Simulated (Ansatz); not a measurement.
TiC:

```
Ti C
1.0
     0.00000    2.16572    2.16572
     2.16572    0.00000    2.16572
     2.16572    2.16572    0.00000
Ti C
1 1
Direct
  0.00000 0.00000 0.00000
  0.50000 0.50000 0.50000
```

The cell is a database's computed one.

Base run:

```yaml
Program: Ansatz 0.2.0
Functional: PBEsol
Potentials_or_basis: Ansatz PAW
Cutoff: "420 eV (not typed: the program's choice for these potentials)"
k_mesh: 11 × 11 × 11
Occupations: fermi-dirac, width 0.05 eV
Spin: no spin polarisation
Hubbard_terms: Ti d U = 8 eV
```

Its results: band gap on the k mesh none (metal or under the smearing width); pressure 10.2 GPa.

Task: The run is repeated on the same cell with these changes: hubbard terms from Ti d U = 8 eV to Ti d U = 1 eV. What comes out?

Result: Band gap on the k mesh none (metal or under the smearing width); pressure -5.3 GPa.

Caveats: U without spin polarisation on a metal has little footing; the PAW data sets come from PBE, with cores solved anew for the run's functional, which leaves a small shift of forces and pressure; the U is typed as a test and isn't derived for this compound.
